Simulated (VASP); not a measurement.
# Tl (P6_3/mmc) in VASP: notebook

The runs below take Tl through single point, with PBEsol.

Everything below comes from runs of VASP 6.6.1. Logs are shortened: lines on timing, memory, paths and dates and some standing lists are left out, and cuts for length are marked.

**1. The structure**

Symmetry: P6_3/mmc, No. 194, hexagonal system. The conventional cell has a = 3.456 Å, b = 3.456 Å, c = 5.525 Å, α = 90.00°, β = 90.00°, γ = 120.00°. Tl (site symmetry -6m2) has 12 Tl at 3.41 to 3.46 Å as nearest neighbours.

**2. Single point, PBEsol**

File INCAR:

```
PREC = Accurate ; ENCUT = 550
EDIFF = 1E-6 ; ISMEAR = 1
SIGMA = 0.1 ; LREAL = F
LASPH = T ; NELM = 100
ALGO = Normal ; ISIF = 2
LWAVE = F ; LCHARG = F
GGA = PS ; NBANDS = 20
ADDGRID = F
```

File KPOINTS:

```
Automatic mesh
0
Gamma
  19 19 10
```

File POSCAR:

```
Tl
1.0
    3.4560000000      0.0000000000      0.0000000000
   -1.7280000000      2.9929837955      0.0000000000
    0.0000000000      0.0000000000      5.5250000000
Tl
2
Direct
    0.6666666667      0.3333333333      0.7500000000
    0.3333333333      0.6666666667      0.2500000000
```

Potentials or basis: VASP PAW PBE potentials, release 64 (Tl_d).

Started as:

```console
> cat potpaw_PBE.64/Tl_d/POTCAR > POTCAR
> mpirun -np 1 vasp_std > vasp.out
```

OUTCAR:

```text
PREC = Accurate
   ENCUT = 550
   EDIFF = 1E-6
   ISMEAR = 1
   LREAL = F
   LASPH = T
   NELM = 100
   ISIF = 2
   GGA = PS

 Found    240 irreducible k-points:

 Following reciprocal coordinates:
            Coordinates               Weight
  0.000000  0.000000  0.000000      1.000000
  0.052632 -0.000000  0.000000      6.000000
  0.105263 -0.000000  0.000000      6.000000
  0.157895  0.000000  0.000000      6.000000
  0.210526 -0.000000  0.000000      6.000000
  0.263158 -0.000000  0.000000      6.000000
   k-points           NKPTS =    240   k-points in BZ     NKDIM =    240   number of bands    NBANDS=     20
   number of dos      NEDOS =    301   number of ions     NIONS =      2
   total plane-waves  NPLWV =  32928
   dimension x,y,z NGX =    28 NGY =   28 NGZ =   42
   dimension x,y,z NGXF=    56 NGYF=   56 NGZF=   84
   ions per type =               2
   NGX,Y,Z   is equivalent  to a cutoff of  13.47, 13.47, 12.64 a.u.
   NGXF,Y,Z  is equivalent  to a cutoff of  26.94, 26.94, 25.28 a.u.
 SYSTEM =  unknown system
   PREC   = accura    normal or accurate (medium, high low for compatibility)
   ISTART =      0    job   : 0-new  1-cont  2-samecut
   ICHARG =      2    charge: 1-file 2-atom 10-const
   ISPIN  =      1    spin polarized calculation?
   LNONCOLLINEAR =      F non collinear calculations
   LSORBIT =      F    spin-orbit coupling
   LASPH  =      T    aspherical Exc in radial PAW
   ENCUT  =  550.0 eV  40.42 Ry    6.36 a.u.   6.61  6.61 10.57*2*pi/ulx,y,z
   NELM   =    100;   NELMIN=  2; NELMDL= -5     # of ELM steps
   EDIFF  = 0.1E-05   stopping-criterion for ELM
   LREAL  =      F    real-space projection
   EDIFFG = 0.1E-04   stopping-criterion for IOM
   NSW    =      0    number of steps for IOM
   IBRION =     -1    ionic relax: 0-MD 1-quasi-New 2-CG
   NFREE  =      0    steps in history (QN), initial steepest desc. (CG)
   ISIF   =      2    stress and relaxation
   ISYM   =      2    0-nonsym 1-usesym 2-fastsym
   POTIM  = 0.5000    time-step for ionic-motion
   TEBEG  =    0.0;   TEEND  =   0.0 temperature during run
   PSTRESS=    0.0 pullay stress
   NELECT =      26.0000    total number of electrons
   NUPDOWN=      -1.0000    fix difference up-down
   EMIN   =  10.00;   EMAX   =-10.00  energy-range for DOS
   EFERMI =   0.00;   METHOD = LEGACY
   ISMEAR =     1;   SIGMA  =   0.10  broadening in eV -4-tet -1-fermi 0-gaus
   EFERMI_NEDOS =   21; number of points for ismear=-14 and -15
   IALGO  =     38    algorithm
   IMIX   =      4    mixing-type and parameters
     AMIX     =   0.40;   BMIX     =  1.00
     AMIX_MAG =   1.60;   BMIX_MAG =  1.00
  volume/ion in A,a.u.               =      28.57       192.83
  Fermi-wavevector in a.u.,A,eV,Ry     =   1.259107  2.379366 21.569987  1.585349
  Thomas-Fermi vector in A             =   2.392683
   LORBIT       =      0    0 simple, 1 ext, 2 COOP (PROOUT), +10 PAW based schemes
   GGA     = PS    functional components
   LHFCALC =     F    Hartree Fock is set to
   AEXX    =    0.0000 exact exchange contribution
   IVDW    =     0    specifies the selected vdW correction
   LEPSILON=     F    determine dielectric tensor
   LRPA    =     F    only Hartree local field effects (RPA)
 non-spin polarized calculation
 Methfessel and Paxton  Order N= 1 SIGMA  =   0.10
  energy-cutoff  :      550.00
  volume of cell :       57.15
 maximum number of plane-waves:      1713
 NGX is ok and might be reduce to    28
   NGX = 13   NGY = 13   NGZ = 21

 number of electron      26.0000004 magnetization

 Free energy of the ion-electron system (eV)
  ---------------------------------------------------
  ext. energy  EPLUGINS =         0.00000000
  ---------------------------------------------------
  free energy    TOTEN  =        -5.26427820 eV

  energy without entropy =       -5.26402275  energy(sigma->0) =       -5.26419305

 E-fermi :   6.3609     XC(G=0): -10.3703

 val. band max:        6.3358196164   @ k =   0.4211   0.1579   0.2000
 cond. band min:       6.3713906079   @ k =   0.3158   0.2105   0.3000
 fundamental gap:      0.0355709916
 Fermi energy:         6.3608702193

 k-point     1 :       0.0000    0.0000    0.0000
  band No.  band energies     occupation
      1      -5.3575      2.00000
      2      -5.1217      2.00000
      3      -5.1014      2.00000
      4      -5.1014      2.00000
      5      -5.0472      2.00000
      6      -5.0472      2.00000
[... 12 lines left out ...]
     19      17.1973      0.00000
     20      17.3059      0.00000

 k-point     2 :       0.0526   -0.0000    0.0000
  band No.  band energies     occupation
      1      -5.3472      2.00000
      2      -5.1384      2.00000
      3      -5.0893      2.00000
      4      -5.0824      2.00000
      5      -5.0482      2.00000
      6      -5.0360      2.00000
[... 12 lines left out ...]
     19      17.2952      0.00000
     20      17.5586      0.00000

 k-point     3 :       0.1053   -0.0000    0.0000
  band No.  band energies     occupation
      1      -5.3229      2.00000
      2      -5.1597      2.00000
      3      -5.0598      2.00000
      4      -5.0541      2.00000
      5      -5.0419      2.00000
      6      -5.0115      2.00000
[... 12 lines left out ...]
     19      17.1048      0.00000
     20      18.0936      0.00000

 k-point     4 :       0.1579    0.0000    0.0000
  band No.  band energies     occupation
      1      -5.3077      2.00000
      2      -5.1653      2.00000
      3      -5.0666      2.00000
      4      -5.0463      2.00000
      5      -5.0283      2.00000
      6      -4.9994      2.00000
[... 12 lines left out ...]
     19      16.8045      0.00000
     20      18.2908      0.00000

 k-point     5 :       0.2105   -0.0000    0.0000
  band No.  band energies     occupation
      1      -5.3245      2.00000
      2      -5.1532      2.00000
      3      -5.0939      2.00000
      4      -5.0666      2.00000
      5      -5.0555      2.00000
      6      -4.9436      2.00000
[... 12 lines left out ...]
     19      16.4293      0.00000
     20      17.7699      0.00000

 k-point     6 :       0.2632   -0.0000    0.0000
  band No.  band energies     occupation
      1      -5.3605      2.00000
      2      -5.1618      2.00000
      3      -5.1503      2.00000
      4      -5.0835      2.00000
      5      -5.0360      2.00000
      6      -4.8790      2.00000
[... 12 lines left out ...]
     19      15.9350      0.00000
     20      17.2508      0.00000

 [... further k-points ...]
[... 5 lines left out ...]
  --------------------------------------------------------------------------------------
  -------------------------------------------------------------------------------------
  Total        0.0338592      0.0338592     -0.1146446      0.0000000      0.0000000     -0.0000000
  in kB        0.9492423      0.9492423     -3.2140590      0.0000000      0.0000000     -0.0000000
  external PRESSURE =      -0.4385248 kB  Pullay stress =       0.0000000 kB

 VOLUME and BASIS-vectors are now :
 -----------------------------------------------------------------------------
  energy-cutoff  :      550.00
  volume of cell :       57.15
      direct lattice vectors                 reciprocal lattice vectors
     3.456000000  0.000000000  0.000000000     0.289351852  0.167057370  0.000000000
    -1.728000000  2.992983795  0.000000000     0.000000000  0.334114739  0.000000000
     0.000000000  0.000000000  5.525000000     0.000000000  0.000000000  0.180995475

 POSITION                                       TOTAL-FORCE (eV/Angst)
 -----------------------------------------------------------------------------------
      1.72800      0.99766      4.14375         0.000000     -0.000000      0.000000
     -0.00000      1.99532      1.38125        -0.000000      0.000000      0.000000
 -----------------------------------------------------------------------------------
    total drift:                               -0.000000      0.000000     -0.000000

  FREE ENERGIE OF THE ION-ELECTRON SYSTEM (eV)
  ---------------------------------------------------
  free  energy   TOTEN  =        -5.2642781998 eV

  energy  without entropy=       -5.2640227465  energy(sigma->0) =       -5.26419305
```

It took 2.6 min on 1 thread of Intel Xeon Platinum 8488C (Sapphire Rapids), shared host; peak memory 0.35 GiB.

The run converged, but some of its settings lie outside the range that counts as converged, so its numbers aren't taken as properties of the crystal.

What came out:

| Property | Result |
| --- | --- |
| Free energy | -5.2643 eV |
| Pressure | 0.0 GPa |
| Band gap on the k mesh | none (metal or under the smearing width) |

Caveat: the PAW data sets were made with another functional, which shifts forces and pressure a little.

**3. Single point, PBEsol**

Edit INCAR of step 2 so:

```diff
@@ -1,2 +1,2 @@
-PREC = Accurate ; ENCUT = 550
+PREC = Low ; ENCUT = 550
 EDIFF = 1E-6 ; ISMEAR = 1
```

KPOINTS is that of step 2.

POSCAR is that of step 2.

Potentials or basis: VASP PAW PBE potentials, release 64 (Tl_d).

Started as:

```console
> cat potpaw_PBE.64/Tl_d/POTCAR > POTCAR
> mpirun -np 1 vasp_std > vasp.out
```

Run time: 63 s. Hardware: 1 thread of Intel Xeon Platinum 8488C (Sapphire Rapids), shared host; peak memory 0.3 GiB.

The run converged, but some of its settings lie outside the range that counts as converged, so its numbers aren't taken as properties of the crystal.

What came out:

| Property | Result |
| --- | --- |
| Free energy | -5.2649 eV |
| Pressure | 0.0 GPa |
| Band gap on the k mesh | none (metal or under the smearing width) |

Caveat: the PAW data sets were made with another functional, which shifts forces and pressure a little.

**4. For comparison**

An earlier run on the cell as given: functional PBE; potentials or basis VASP PAW PBE potentials, release 64 (Tl_d); cutoff 520 eV; k mesh 9 × 9 × 5; occupations fermi-dirac, width 0.05 eV; no spin polarisation.

* Pressure: 3.4 GPa
* Band gap on the k mesh: none (metal or under the smearing width)
